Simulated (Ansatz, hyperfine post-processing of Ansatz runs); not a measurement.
# Reading the 7Li spectrum of LiGdSe2

Calculated values: DFT, PBEsol+U, plane-wave PAW, default files (PAW set soft_2), collinear spin, scalar-relativistic (Ansatz), contact and point-dipole shifts scaled to 298 K with Θ = 0 K (a pure Curie law); spin-only moments, above the ordering temperature.

```xyz
8
Lattice="-4.1035 7.1074 0.0000 -4.1035 0.0000 0.0000 -2.0517 1.1846 6.4628" Properties=species:S:1:pos:R:3 pbc="T T T"
Gd    0.0000    0.0000    0.0000
Gd   -2.0517    3.5537    0.0000
Se   -6.1552    3.5537    4.8249
Se   -8.2070    7.1074    4.8249
Se   -2.0517    1.1846    1.6379
Se   -4.1035    4.7384    1.6379
Li   -4.1035    2.3691    3.2314
Li   -6.1552    5.9229    3.2314
```

7Li MAS at 7.05 T (116.7 MHz), 62.5 kHz, 298 K; contact and dipolar shift alone, no orbital or quadrupolar part; lines under 1.5 % of the strongest are left out. NMR lines, with heights relative to the strongest:

```csv
position (ppm),intensity
-3336.4,2.2
-2800.7,10
-2265.0,50
-1729.2,100
-1193.5,60
-657.8,34
-122.1,18
413.6,38
949.4,26
1485.1,33
2020.8,17
2556.5,8.1
3092.2,2.6
```

Q: Find the isotropic shifts among the lines and assign them to the Li sites.

Sidebands are spaced by 536 ppm (the spinning rate over the resonance of 116.7 MHz). An isotropic line need not be the tallest: it is the area-weighted centre of its own family of sidebands, and the one that stays put when the rate is changed. Isotropic shifts: -658 ppm for atom 7 and the 1 atom equivalent to it (12 Gd through links of 89° (12) and 179° (6)), reduced anisotropy 3270 ppm.

[Logs are printed without paths, hosts, clocks, repeated set-up lines and the standing remarks that a program may print on its own settings, such as how far it seeks lower states.]

[Hosts, paths, dates, database ids (printed as entryN), source tags and the programs' standing remarks are cut or masked in the printed files.]
